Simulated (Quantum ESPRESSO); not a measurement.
**BaH2 under changes of volume**

One of the cells (17.401 Å³/atom); the others are scaled copies at fixed shape and fractional positions:

```xyz
6
Lattice="4.4620 0.0000 0.0000 -2.2310 3.8642 0.0000 0.0000 0.0000 6.0553" Properties=species:S:1:pos:R:3 pbc="T T T"
Ba    0.0000    2.5762    1.5138
Ba    2.2310    1.2881    4.5415
H     0.0000    0.0000    0.0000
H     0.0000    0.0000    3.0276
H     2.2310    1.2881    1.5138
H     0.0000    2.5762    4.5415
```

The cell comes from a database or a generator and needn't be the stable form of this composition.

| Item | Value |
| --- | --- |
| Program | Quantum ESPRESSO 7.5 |
| Functional | PBEsol |
| Potentials or basis | GBRV 1.5 PBEsol |
| Cutoff | 612 eV |
| Density cutoff | 4898 eV |
| k mesh | 7 × 7 × 5 |
| Occupations | fermi-dirac, width 0.05 eV |
| Spin | no spin polarisation |

```tsv
volume (Å³/atom)	energy over the lowest point (meV/atom)	pressure (GPa)	gap on the mesh (eV)
16.357	0.00	0.0	1.79
16.705	0.84	-0.8	1.78
17.053	?	?	?
17.401	7.11	-2.1	1.75
17.749	12.26	-2.7	1.74
18.097	18.57	-3.2	1.73
18.445	25.95	-3.6	1.72
```

Task: What does the run at 17.053 Å³/atom give?

Result: Energy over the lowest point 3.26 meV/atom; pressure -1.5 GPa; gap on the mesh 1.77 eV.

Worked out: A Birch-Murnaghan fit of order 3 (a polynomial in V^(-2/3)) to the other rows has its minimum at 16.36 Å³/atom with B0 = V·E''(V) = 38 GPa and B' = 3.7 at fixed shape and positions, which overstates the stiffness. It gives 3.26 meV/atom at 17.053 Å³/atom, against the run's 3.26, and -dE/dV = -1.5 GPa, against -1.5. A straight line through the other rows of the gap, of slope -0.598 eV per unit of ln V, gives 1.77 eV, against the run's 1.77.

Energies are extrapolated to zero smearing.

Caveats: spin-orbit coupling is left out, which moves the levels of the heavy elements; an odd mesh through Γ misses points on the zone boundary, where band edges often lie.
